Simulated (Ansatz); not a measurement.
Reactions of C₂H₆FNSn (`C=C(F)[NH][SnH3]`).

Gas-phase electronic energies from Ansatz, PBE0-D4/def2-TZVP geometries. CCSD(T)/CBS adds triple-zeta CCSD(T) − MP2 to the extrapolated MP2 energy (def2 sets, frozen cores). This one scheme is used for every species, atoms too. Open shells (•) are unrestricted, without spin–orbit coupling. Spin–orbit coupling would lower the free atoms: a little for C, F; strongly for Sn. def2 core potentials past Kr. For Br, Sn outer-core shells are correlated without core-valence functions, so the limit isn't a true one: a few kJ/mol of doubt a bond, and 10 to 20 or more in all where bonds break to atoms. Scalar relativity is left out up to krypton. Each species was taken in one conformer, which may not be the lowest.

**Question.** Order these by ΔE at CCSD(T)/CBS, lowest first. (Best estimate.)
A. `C=C(F)[NH][SnH3]` + HBr → `C=C(F)Br` + `[NH2][SnH3]`
B. `C=C(F)[NH][SnH3]` → 2 C• + F• + 6 H• + N• + Sn•
C. `C=C(F)[NH][SnH3]` + `CCCS` → `SC[CH2][SnH3]` + `C=C(F)NC`
D. `C=C(F)[NH][SnH3]` → `C[N](C)[Sn][F]`
E. `C=C(F)[NH][SnH3]` + silanol → `C=C(F)O[SiH3]` + `[NH2][SnH3]`

**Answer.** D (-2.68 eV), E (+0.33 eV), A (+0.50 eV), C (+0.66 eV), B (+39.06 eV).

Largest T1 diagnostic: 0.017, for `C[N](C)[Sn][F]`.
